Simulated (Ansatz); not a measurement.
SiO$_{2}$, DFT, PBEsol, all-electron LAPW, scalar-relativistic (Ansatz 0.2.0), run on 2 threads of Intel(R) Xeon(R) 6975P-C (Granite Rapids) on a shared host.

The cell is COD entry 9001276, as deposited and not checked against the literature; nothing was relaxed. The listed cell was then made from it by scaling, straining or moving an atom.

Command: `ansatz run input.yaml --threads 2 --pin off --max-ram 8192MiB --backend cpu --events-out ev --progress --plain --runs-dir out`

```yaml
crystal:
  lattice:
    - [4.263702, 0.0, 0.0]
    - [0.0, 4.263702, 0.0]
    - [0.0, 0.0, 2.6678]
  atoms:
    - { symbol: Si, position: [0.0, 0.0, 0.0] }
    - { symbol: Si, position: [0.5, 0.5, 0.5] }
    - { symbol: O, position: [0.3067, 0.3067, 0.0] }
    - { symbol: O, position: [0.1933, 0.8067, 0.5] }
    - { symbol: O, position: [0.6933, 0.6933, 0.0] }
    - { symbol: O, position: [0.8067, 0.1933, 0.5] }
kpoints:
  mp_grid: { grid: [6, 6, 9] }
  band_path:
    path:
      - [0.0, 0.0, 0.0]
      - [0.0, 0.5, 0.0]
      - [0.5, 0.5, 0.0]
      - [0.0, 0.0, 0.0]
      - [0.0, 0.0, 0.5]
      - [0.0, 0.5, 0.5]
      - [0.5, 0.5, 0.5]
      - [0.0, 0.0, 0.5]
      - [0.0, 0.5, 0.0]
    npoints: 5
scf:
  occupations: { method: fermi_dirac, width: 0.03 }
hamiltonian:
  xc: pbesol
  pseudopotentials: { kind: all_electron, lapw: { basis_error: 0.001 } }
output:
  forces: true
  stress: true
  eigenvalues: true
```

Problem. How large is the problem that the program sets up?

Solution. 50 irreducible k-points, 1057 plane waves at Γ, 34 bands.

Problem. About how long does it take, and how much memory does it use?

Solution. 16 s of wall time for 8 SCF iterations, with a peak of 0.59 GiB. Times on shared machines scatter by tens of per cent.
